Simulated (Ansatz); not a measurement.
The following input was run with Ansatz 0.2.0.

```yaml
crystal:
  lattice:
    - [0.0, 2.0112026044, 2.0112026044]
    - [2.0112026044, 0.0, 2.0112026044]
    - [2.0112026044, 2.0112026044, 0.0]
  atoms:
    - { symbol: S, position: [0.0, 0.0, 0.0] }
basis:
  ecutwfc: 500
kpoints:
  mp_grid: { grid: [18, 18, 18] }
hamiltonian:
  xc: r2scan
scf:
  occupations: { method: gaussian, width: 0.1 }
output:
  forces: true
  stress: true
  eigenvalues: true
```

Launched with
```bash
ansatz run input.yaml --threads 1 --pin off --max-ram 1331MiB --backend cpu --events-out ev --progress --plain --runs-dir out
```

Computed with DFT r2SCAN, scalar-relativistic, plane waves, PAW (Ansatz).

From the run's log, abridged (final results; tables in files aren't shown):

```
SCF 1 converged in 6 iterations: F = -904.369088 eV  dr2 = 1.01e-10
SCF converged after 6 iterations
Free energy (F): -904.369088 eV
Harris-Foulkes:  -904.369088 eV  (|F-HF|=2.61e-11)
Internal energy: -904.364236 eV  (E = F + TS)
E sigma→0 (E₀):  -904.366662 eV
Entropy (-TS):   -0.004852 eV (-4.852 meV/atom)
Fermi energy:    8.478426 eV
--- Per-component energies (eV) ---
  E_band       = 11.391000
  E_kinetic    = 103.210397
  E_local      = -55.939114  (includes V_loc(G=0)·N_el)
  E_nonlocal   = 29.183040
  E_hartree    = 13.794134
  E_xc         = -89.853684
  E_vxc        = -92.268454  (∫ρ·V_xc dr)
  E_paw        = -609.212326  (= ΣΔE_a)
  E_vpaw       = -4.890619  (= ΣTr[D̂ρ^β])
  E_aug_tail   = 0.000001  (compensation charges beyond the density's cutoff)
  E_vtau       = 4.507415  (kinetic-family band-sum trace: ∫τ·v_τ [+ j·A + Jᵃ·Aᵃ] dr)
  E_ewald      = -295.436917
  E_core_change = -0.109767  (= ΣΔE_core)
  E_smearing   = -0.004852  (= −TS)
--- Forces (eV/Å), atoms counted from 1 ---
  atom   1  S      0.00000000     0.00000000     0.00000000
--- Stress (GPa, compression-positive) ---
       -1.164814       0.000000       0.000000
        0.000000      -1.164814       0.000000
        0.000000       0.000000      -1.164814
  P = ⅓ Tr σ = -1.1648 GPa (-11.648 kbar)
--- Band table (eV; the first three rows and the last of 195) ---
  k-point 0: bands = ["-8.7704", "11.6829", "11.6829", "11.6829", "20.8417", "20.8417", "20.8417"]
  k-point 1: bands = ["-8.6960", "11.2640", "11.6261", "11.6261", "20.7424", "20.9703", "20.9703"]
  k-point 2: bands = ["-8.4741", "10.1626", "11.4713", "11.4713", "20.4314", "21.2973", "21.2973"]
  k-point 194: bands = ["-2.8153", "3.5335", "4.3736", "6.0257", "18.8362", "20.9163", "23.2835"]
```

The run converged.

Spin polarisation was left out, and a magnetic state may lie lower.